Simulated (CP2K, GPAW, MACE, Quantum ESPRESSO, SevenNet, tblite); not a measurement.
## Finding the fault: Quantum ESPRESSO, hcp Mg, size series (36 atoms)

Program: Quantum ESPRESSO 7.5, a calculation on a cell of 36 Mg, 23.2 Å³ an atom.

Contents of pw.in:

```
&control
  calculation = 'scf'
  pseudo_dir = './pseudo'
  outdir = './tmp'
  disk_io = 'none'
  tprnfor = .true.
  tstress = .true.
/
&system
  ibrav = 0
  nat = 37
  ntyp = 1
  ecutwfc = 45
  ecutrho = 360
  nosym = .true.
  occupations = 'smearing'
  smearing = 'fd'
  degauss = 0.003675
/
&electrons
  conv_thr = 1.8e-07
  electron_maxstep = 50
  mixing_beta = 0.2
  mixing_mode = 'local-TF'
  diagonalization = 'david'
/
ATOMIC_SPECIES
Mg 24.305 Mg.upf
CELL_PARAMETERS angstrom
9.62700 0.00000 0.00000
-4.81350 8.33723 0.00000
0.00000 0.00000 10.42200
ATOMIC_POSITIONS crystal
Mg 0.99885 0.98746 0.99898
Mg 0.10652 0.22020 0.24319
Mg 0.00987 0.01315 0.48788
Mg 0.10297 0.21306 0.75568
Mg 0.00638 0.33386 0.00032
Mg 0.10385 0.55151 0.24859
Mg 0.00074 0.33227 0.49495
Mg 0.11006 0.54754 0.75015
Mg 0.00618 0.67344 0.99982
Mg 0.10193 0.89052 0.25286
[... 22 atom lines left out ...]
Mg 0.67702 0.67415 0.00789
Mg 0.78899 0.88505 0.24966
Mg 0.66732 0.67390 0.50453
Mg 0.77672 0.88523 0.75016
K_POINTS gamma
```

Launch:

```bash
> OMP_NUM_THREADS=1 mpirun -np 2 pw.x -in pw.in > output.txt
```

The log of the run:

```text
Program PWSCF
 %%%%%%%%%%%%%%%%%%%%%%%%%%%%%%%%%%%%%%%%%%%%%%%%%%%%%%%%%%%%%%%%%%%%%%%%%%%%%%
     Error in routine read_cards (37):
     wrong number of columns in ATOMIC_POSITIONS
 %%%%%%%%%%%%%%%%%%%%%%%%%%%%%%%%%%%%%%%%%%%%%%%%%%%%%%%%%%%%%%%%%%%%%%%%%%%%%%
```

Elapsed: 0.74 s, on 2 MPI ranks of Intel Xeon Platinum 8375C at 2.90GHz (Ice Lake), shared host; peak memory 0.15 GiB.

Banners, paths, timers and routine set-up lines are dropped from the logs unmarked, and long logs keep their key lines alone; longer cuts are marked.

Q: Find the fault and mend it.

A wrong count of atoms: nat = 36 written as nat = 37. Mend: write nat = 36 in place of nat = 37.

The program stopped at the start.

[Also dropped from logs without a mark: logging warnings of Python, and SIESTA's first energy breakdown and zero terms.]

[Logs are printed without paths, hosts, clocks, repeated set-up lines and the standing remarks that a program may print on its own settings, such as how far it seeks lower states.]

[Hosts, paths, dates, database ids (printed as entryN), source tags and the programs' standing remarks are cut or masked in the printed files.]
